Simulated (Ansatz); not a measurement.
# YN: modes against the lattice constant

These are results of Ansatz, DFT LDA, scalar-relativistic, plane waves, PAW, not measurements. Cutoff 420 eV, 16×16×16 k-points (Γ-centred), Fermi-Dirac smearing of 0.15 eV. No spin polarisation. Phonons by linear response, acoustic sum rule imposed.

The cell is fixed (symmetry leaves no force on the atoms) and stands under -0.2 GPa:
```cif
data_structure
_symmetry_space_group_name_H-M 'P 1'
_symmetry_Int_Tables_number 1
_cell_length_a 3.4090
_cell_length_b 3.4090
_cell_length_c 3.4090
_cell_angle_alpha 60.000
_cell_angle_beta 60.000
_cell_angle_gamma 60.000
_cell_volume 28.01
loop_
_atom_site_label
_atom_site_type_symbol
_atom_site_fract_x
_atom_site_fract_y
_atom_site_fract_z
_atom_site_occupancy
Y1 Y 0.00000 0.00000 0.00000 1
N1 N 0.50000 0.50000 0.50000 1
```

The cell is the ideal cubic rocksalt prototype. In a metal, frequencies and elastic constants depend on the k mesh and the smearing, soft modes and shear constants most.

At a = 4.716 Å: a semilocal functional can close a gap that the real compound has.

Problem. How do the optical zone-centre modes (counted from the lowest optical one, degenerate ones once; i marks imaginary ones) of this metal change over a = 4.716 and 4.821 Å?

Solution.
```tsv
a (Å)	4.716	4.821
pressure (GPa)	13.6	-0.2
mode 1 (cm⁻¹)	256	208
```

Cost: 2 runs of about 1.6 core-minutes in all, on Arm Neoverse N1 (shared hosts).